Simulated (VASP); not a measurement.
Write the native input for VASP 6.6.1 that does the following.

```
Task                   : single point
Functional             : RPBE
Potentials or basis    : VASP PAW PBE potentials, release 64 (Nb_sv)
Cutoff                 : 520 eV
k mesh                 : 14 × 14 × 4
Occupations            : fermi-dirac, width 0.1 eV
Spin                   : no spin polarisation
Dipole correction      : no
Further INCAR settings : ALGO = Fast; EDIFF = 1e-07; NBANDS = 34
```

The structure of Nb lies in POSCAR:

```
Nb
1.0
    2.8844360853      0.0000000000      0.0000000000
   -1.4422180426      2.4979949254      0.0000000000
    0.0000000000      0.0000000000     10.5582599364
Nb
4
Direct
    0.0000000000      1.0000000000      1.0000000000
    0.0000000000      1.0000000000      0.5000000000
    0.3333333333      0.6666666667      0.2500000000
    0.6666666667      0.3333333333      0.7500000000
```

This isn't the form of Nb at room conditions, which is bcc.

The input as run:

INCAR

```
  ALGO = Fast
  EDIFF = 1E-7
  ENCUT = 520
  GGA = RP
  ISIF = 2
  ISMEAR = -1
  LASPH = T
  LCHARG = T
  LELF = T
  LREAL = F
  LVHAR = T
  LWAVE = F
  NBANDS = 34
  NELM = 100
  PREC = Accurate
  SIGMA = 0.1
```

KPOINTS

```
k-points
0
Gamma
  14 14 4
```

Potentials or basis: VASP PAW PBE potentials, release 64 (Nb_sv).

The run is started by

```sh
$ cat potpaw_PBE.64/Nb_sv/POTCAR > POTCAR
$ mpirun -np 1 vasp_std > vasp.out
```

Results of the run:

The pressure is 0.2 GPa and the band gap on the k mesh is none (metal or under the smearing width).

Caveat: the PAW data sets were made with another functional, which shifts forces and pressure a little.

It took 8.3 min on 1 thread of AMD EPYC 9R45 96-Core Processor (Zen 5), on a shared host, peak memory 0.26 GiB.
